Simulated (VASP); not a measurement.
# W (Im-3m) in VASP: further runs, part 3 of 3

VASP 6.6.1.

## (5) Single point, PBE (a relaxed cell with its volume scaled by 0.97)

File INCAR:

```
PREC     = Accurate       # precision mode
ENCUT    = 250            # plane-wave cutoff, eV
EDIFF    = 1E-7           # SCF threshold, eV
ISMEAR   = 0              # smearing method
SIGMA    = 0.1            # smearing width, eV
LREAL    = F              # projectors in reciprocal space
LASPH    = T              # aspherical terms in the spheres
NELM     = 100            # most SCF steps
ALGO     = Normal         # electronic algorithm
ISIF     = 2              # what is computed and relaxed
LWAVE    = F              # write WAVECAR
LCHARG   = F              # write CHGCAR
GGA      = PE             # functional
NBANDS   = 13             # bands
```

File KPOINTS:

```
Automatic mesh
0
Gamma
  18 18 18
```

File POSCAR:

```
W                                       
1.0
   -1.5748646923      1.5748646923      1.5748646923
    1.5748646923     -1.5748646923      1.5748646923
    1.5748646923      1.5748646923     -1.5748646923
  W             
     1
Direct
     0.0000000000000000    0.0000000000000000    0.0000000000000000
```

Potentials or basis: VASP PAW PBE potentials, release 64 (W_sv).

Launch:

```sh
cat potpaw_PBE.64/W_sv/POTCAR > POTCAR
mpirun -np 1 vasp_std > vasp.out
```

OUTCAR:

```text
PREC = Accurate
   ENCUT = 250
   EDIFF = 1E-7
   ISMEAR = 0
   LREAL = F
   LASPH = T
   NELM = 100
   ISIF = 2
   GGA = PE

 ion  position               nearest neighbor table
   1  0.000  0.000  0.000-

  LATTYP: Found a body centered cubic cell.
 ALAT       =     3.1497293846

  Lattice vectors:

 A1 = (  -1.5748646923,   1.5748646923,   1.5748646923)
 A2 = (   1.5748646923,  -1.5748646923,   1.5748646923)
 A3 = (   1.5748646923,   1.5748646923,  -1.5748646923)

Analysis of symmetry for initial positions (statically):
=====================================================================
 Subroutine PRICEL returns:
 Original cell was already a primitive cell.

 Routine SETGRP: Setting up the symmetry group for a
 body centered cubic supercell.

 Subroutine GETGRP returns: Found 48 space group operations
 (whereof 48 operations were pure point group operations)
 out of a pool of 48 trial point group operations.

The static configuration has the point symmetry O_h .

Analysis of symmetry for dynamics (positions and initial velocities):
=====================================================================
 Subroutine PRICEL returns:
 Original cell was already a primitive cell.

 Routine SETGRP: Setting up the symmetry group for a
 body centered cubic supercell.

 Subroutine GETGRP returns: Found 48 space group operations
 (whereof 48 operations were pure point group operations)
 out of a pool of 48 trial point group operations.

The dynamic configuration has the point symmetry O_h .

 Subroutine INISYM returns: Found 48 space group operations
 (whereof 48 operations are pure point group operations),
 and found     1 'primitive' translations

----------------------------------------------------------------------------------------

                                     Primitive cell

  volume of cell :      15.6239

  direct lattice vectors                    reciprocal lattice vectors
    -1.574864692  1.574864692  1.574864692     0.000000000  0.317487593  0.317487593
     1.574864692 -1.574864692  1.574864692     0.317487593  0.000000000  0.317487593
     1.574864692  1.574864692 -1.574864692     0.317487593  0.317487593  0.000000000

  length of vectors
     2.727745662  2.727745662  2.727745662     0.448995259  0.448995259  0.448995259

  position of ions in fractional coordinates (direct lattice)
     0.000000000  0.000000000  0.000000000

  ion indices of the primitive-cell ions
   primitive index   ion index
                 1           1

----------------------------------------------------------------------------------------

 KPOINTS: Automatic mesh

Automatic generation of k-mesh.
 Grid dimensions read from file:
 generate k-points for:   18   18   18

 Generating k-lattice:

  Cartesian coordinates                     Fractional coordinates (reciprocal lattice)
     0.000000000  0.017638200  0.017638200     0.055555556  0.000000000  0.000000000
     0.017638200  0.000000000  0.017638200     0.000000000  0.055555556  0.000000000
     0.017638200  0.017638200  0.000000000     0.000000000  0.000000000  0.055555556

  Length of vectors
     0.024944181  0.024944181  0.024944181

  Shift w.r.t. Gamma in fractional coordinates (k-lattice)
     0.000000000  0.000000000  0.000000000

 Subroutine IBZKPT returns following result:
 ===========================================

 Found    195 irreducible k-points:

 Following reciprocal coordinates:
            Coordinates               Weight
  0.000000  0.000000  0.000000      1.000000
  0.055556  0.000000  0.000000     12.000000
  0.111111  0.000000  0.000000     12.000000
  0.166667  0.000000  0.000000     12.000000
  0.222222  0.000000  0.000000     12.000000
  0.277778  0.000000  0.000000     12.000000
[... 16 lines left out ...]
  0.333333  0.111111  0.000000     48.000000
  0.388889  0.111111  0.000000     48.000000
 [... further k-points ...]
   k-points           NKPTS =    195   k-points in BZ     NKDIM =    195   number of bands    NBANDS=     13
   number of dos      NEDOS =    301   number of ions     NIONS =      1
   total plane-waves  NPLWV =   2744
   dimension x,y,z NGX =    14 NGY =   14 NGZ =   14
   dimension x,y,z NGXF=    28 NGYF=   28 NGZF=   28
   ions per type =               1
   NGX,Y,Z   is equivalent  to a cutoff of   8.53,  8.53,  8.53 a.u.
   NGXF,Y,Z  is equivalent  to a cutoff of  17.06, 17.06, 17.06 a.u.
 SYSTEM =  unknown system
   PREC   = accura    normal or accurate (medium, high low for compatibility)
   ISTART =      0    job   : 0-new  1-cont  2-samecut
   ICHARG =      2    charge: 1-file 2-atom 10-const
   ISPIN  =      1    spin polarized calculation?
   LNONCOLLINEAR =      F non collinear calculations
   LSORBIT =      F    spin-orbit coupling
   LASPH  =      T    aspherical Exc in radial PAW
   ENCUT  =  250.0 eV  18.37 Ry    4.29 a.u.   3.52  3.52  3.52*2*pi/ulx,y,z
   NELM   =    100;   NELMIN=  2; NELMDL= -5     # of ELM steps
   EDIFF  = 0.1E-06   stopping-criterion for ELM
   LREAL  =      F    real-space projection
   EDIFFG = 0.1E-05   stopping-criterion for IOM
   NSW    =      0    number of steps for IOM
   IBRION =     -1    ionic relax: 0-MD 1-quasi-New 2-CG
   NFREE  =      0    steps in history (QN), initial steepest desc. (CG)
   ISIF   =      2    stress and relaxation
   ISYM   =      2    0-nonsym 1-usesym 2-fastsym
   POTIM  = 0.5000    time-step for ionic-motion
   TEBEG  =    0.0;   TEEND  =   0.0 temperature during run
   PSTRESS=    0.0 pullay stress
   NELECT =      14.0000    total number of electrons
   NUPDOWN=      -1.0000    fix difference up-down
   EMIN   =  10.00;   EMAX   =-10.00  energy-range for DOS
   EFERMI =   0.00;   METHOD = LEGACY
   ISMEAR =     0;   SIGMA  =   0.10  broadening in eV -4-tet -1-fermi 0-gaus
   EFERMI_NEDOS =   21; number of points for ismear=-14 and -15
   IALGO  =     38    algorithm
   IMIX   =      4    mixing-type and parameters
     AMIX     =   0.40;   BMIX     =  1.00
     AMIX_MAG =   1.60;   BMIX_MAG =  1.00
  volume/ion in A,a.u.               =      15.62       105.44
  Fermi-wavevector in a.u.,A,eV,Ry     =   1.578293  2.982541 33.892227  2.491008
  Thomas-Fermi vector in A             =   2.678846
   LORBIT       =      0    0 simple, 1 ext, 2 COOP (PROOUT), +10 PAW based schemes
   GGA     = PE    functional components
   LHFCALC =     F    Hartree Fock is set to
   AEXX    =    0.0000 exact exchange contribution
   IVDW    =     0    specifies the selected vdW correction
   LEPSILON=     F    determine dielectric tensor
   LRPA    =     F    only Hartree local field effects (RPA)
 non-spin polarized calculation
 Gauss-broadening in eV      SIGMA  =   0.10
  energy-cutoff  :      250.00
  volume of cell :       15.62
 maximum number of plane-waves:       148
 NGX is ok and might be reduce to    14
   NGX =  7   NGY =  7   NGZ =  7

 number of electron      13.9999976 magnetization

 Free energy of the ion-electron system (eV)
  ---------------------------------------------------
  ext. energy  EPLUGINS =         0.00000000
  ---------------------------------------------------
  free energy    TOTEN  =       -12.93383966 eV

  energy without entropy =      -12.93042978  energy(sigma->0) =      -12.93213472

 E-fermi :  11.6554     XC(G=0): -13.7259

 val. band max:       11.6534401515   @ k =  -0.2778   0.3333   0.2222
 cond. band min:      11.6640379133   @ k =   0.5000   0.5000   0.2222
 fundamental gap:      0.0105977618
 Fermi energy:        11.6553671402

 k-point     1 :       0.0000    0.0000    0.0000
  band No.  band energies     occupation
      1     -62.4618      2.00000
      2     -26.0242      2.00000
      3     -26.0242      2.00000
      4     -26.0242      2.00000
      5       1.9321      2.00000
      6      10.4078      2.00000
      7      10.4078      2.00000
      8      10.4078      2.00000
      9      13.9585      0.00000
     10      13.9585      0.00000
     11      26.2106      0.00000
     12      26.2106      0.00000
     13      26.2106      0.00000
[... 353 lines left out ...]
 k-point    24 :       0.3889    0.1111    0.0000
  band No.  band energies     occupation
      1     -62.3183      2.00000
      2     -27.2938      2.00000
      3     -26.4996      2.00000
      4     -26.0933      2.00000
      5       5.7341      2.00000
      6       8.1783      2.00000
      7      11.0885      2.00000
      8      13.7320      0.00000
      9      15.0968      0.00000
     10      18.2268      0.00000
     11      22.7912      0.00000
     12      24.3050      0.00000
     13      28.7014      0.00000

 [... further k-points ...]

------------------------ aborting loop because EDIFF is reached ----------------------------------------

  FORCE on cell =-STRESS in cart. coord.  units (eV):
  Direction    XX          YY          ZZ          XY          YZ          ZX
  --------------------------------------------------------------------------------------
  -------------------------------------------------------------------------------------
  Total        0.9822804      0.9822804      0.9822804      0.0000000     -0.0000000      0.0000000
  in kB      100.7294231    100.7294231    100.7294231      0.0000000     -0.0000000      0.0000000
  external PRESSURE =     100.7294231 kB  Pullay stress =       0.0000000 kB

 VOLUME and BASIS-vectors are now :
 -----------------------------------------------------------------------------
  energy-cutoff  :      250.00
  volume of cell :       15.62
      direct lattice vectors                 reciprocal lattice vectors
    -1.574864692  1.574864692  1.574864692     0.000000000  0.317487593  0.317487593
     1.574864692 -1.574864692  1.574864692     0.317487593  0.000000000  0.317487593
     1.574864692  1.574864692 -1.574864692     0.317487593  0.317487593  0.000000000

 POSITION                                       TOTAL-FORCE (eV/Angst)
 -----------------------------------------------------------------------------------
      0.00000      0.00000      0.00000        -0.000000      0.000000     -0.000000
 -----------------------------------------------------------------------------------
    total drift:                               -0.000000     -0.000000     -0.000000

  FREE ENERGIE OF THE ION-ELECTRON SYSTEM (eV)
  ---------------------------------------------------
  free  energy   TOTEN  =       -12.9338396581 eV

  energy  without entropy=      -12.9304297820  energy(sigma->0) =      -12.93213472
```

Wall time 9 s (1 thread of Intel Xeon Platinum 8259CL at 2.50GHz (Skylake/Cascade Lake), shared host); peak memory 0.12 GiB.

What came out:

```
Free energy            : -12.9338 eV
Band gap on the k mesh : none (metal or under the smearing width)
```

Caveat: the cutoff is under 1.25 times the usual one of these potentials, so pressure, stress and relaxed cells hold a basis-set (Pulay) error. Spin-orbit coupling is left out, which matters for the levels of W.

## (6) Single point, PBE (a relaxed cell with its volume scaled by 1.03)

INCAR is that of step 5.

KPOINTS is that of step 5.

File POSCAR:

```
W                                       
1.0
   -1.6066887148      1.6066887148      1.6066887148
    1.6066887148     -1.6066887148      1.6066887148
    1.6066887148      1.6066887148     -1.6066887148
  W             
     1
Direct
     0.0000000000000000    0.0000000000000000    0.0000000000000000
```

Potentials or basis: VASP PAW PBE potentials, release 64 (W_sv).

Launch:

```sh
cat potpaw_PBE.64/W_sv/POTCAR > POTCAR
mpirun -np 1 vasp_std > vasp.out
```

It took 9.5 s on 1 thread of Intel Xeon Platinum 8259CL at 2.50GHz (Skylake/Cascade Lake), shared host; peak memory 0.12 GiB.

It converged, with:

- Free energy: -12.9416 eV
- Band gap on the k mesh: none (metal or under the smearing width)

Levels at points of the mesh, in eV from the Fermi level:
```tsv
k point	band 3	band 4	band 5	band 6	band 7	band 8	band 9	band 10	band 11	band 12
(0.00, 0.00, 0.00)	-37.85	-37.85	-9.39	-1.15	-1.15	-1.15	2.16	2.16	14.42	14.42
(0.50, 0.00, 0.00)	-38.21	-37.85	-5.99	-3.35	0.53	2.03	2.95	5.76	10.36	11.36
(0.50, 0.50, 0.50)	-38.63	-38.63	-5.48	-5.48	4.85	4.85	4.85	7.88	7.88	7.88
```

Caveat: the cutoff is under 1.25 times the usual one of these potentials, so pressure, stress and relaxed cells hold a basis-set (Pulay) error.

## (7) The runs side by side

| cell | gap on the mesh (eV) |
| --- | --- |
| as given | none |
| a relaxed cell with its volume scaled by 0.97 | none |
| a relaxed cell with its volume scaled by 1.03 | none |

Alike in all rows: task single point; level PBE; potentials or basis VASP PAW PBE potentials, release 64 (W_sv); no spin polarisation; k mesh 18 × 18 × 18; cutoff (eV) 250; smearing gaussian 0.1 eV.

Caveats: the cutoff is under 1.25 times the usual one of these potentials, so pressure, stress and relaxed cells hold a basis-set (Pulay) error.

Absolute energies hang on the potentials; compare differences alone.
